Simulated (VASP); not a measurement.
Wanted: an ASE script for a VASP 6.6.1 run.

- Task: single point
- Functional: PBE
- Potentials or basis: VASP PAW PBE potentials, release 64 (Sc_sv)
- Cutoff: 520 eV
- k mesh: 10 × 10 × 10
- Occupations: gaussian, width 0.05 eV
- Spin: no spin polarisation
- Further INCAR settings: ALGO = Normal; EDIFF = 1.00e-07

The structure of Sc lies in Sc.cif:

```cif
data_Sc
_cell_length_a 3.20959714
_cell_length_b 3.20959714
_cell_length_c 3.20959714
_cell_angle_alpha 106.64142828
_cell_angle_beta 106.64142828
_cell_angle_gamma 115.29237643
_space_group_name_H-M_alt 'P1'
_space_group_name_Hall 'P 1'
_space_group_IT_number 1
loop_
_space_group_symop_operation_xyz
'x,y,z'
loop_
_atom_site_label
_atom_site_type_symbol
_atom_site_symmetry_multiplicity
_atom_site_Wyckoff_symbol
_atom_site_fract_x
_atom_site_fract_y
_atom_site_fract_z
_atom_site_occupancy
Sc1 Sc 1 a 0.0000000000 0.0000000000 0.0000000000 1
```

This isn't the form of Sc at room conditions, which is hcp.

The input as run:

run.py

```python
from ase.calculators.vasp import Vasp
from ase.dft.bandgap import bandgap
from ase.io import read

atoms = read('Sc.cif')
calc = Vasp(
    directory='calc',
    xc='pbe',
    pp='PBE',
    setups='recommended',
    prec='Accurate',
    encut=520,
    ediff=1e-07,
    ismear=0,
    sigma=0.05,
    lreal=False,
    lasph=True,
    nelm=80,
    algo='Normal',
    isif=2,
    lwave=False,
    lcharg=True,
    lelf=True,
    lvhar=True,
    kpts=[10, 10, 10],
    gamma=True,
)
atoms.calc = calc

print('energy (eV):', atoms.get_potential_energy())
print('free energy (eV):', atoms.get_potential_energy(force_consistent=True))
print('forces (eV/A):')
print(atoms.get_forces())
print('stress (eV/A^3, Voigt):', atoms.get_stress())
print('Fermi level (eV):', calc.get_fermi_level())
gap, top, bottom = bandgap(calc)
print('band gap (eV):', gap, 'from (spin, k, band)', top, 'to', bottom)
```

Potentials or basis: VASP PAW PBE potentials, release 64 (Sc_sv).

Run with:

```console
$ python run.py
```

It gave:

```
Pressure               : -0.8 GPa
Band gap on the k mesh : none (metal or under the smearing width)
```

Run time: 36 s on 1 thread of Intel(R) Xeon(R) Platinum 8175M CPU @ 2.50GHz (Skylake/Cascade Lake), on a shared host, peak memory 0.15 GiB.
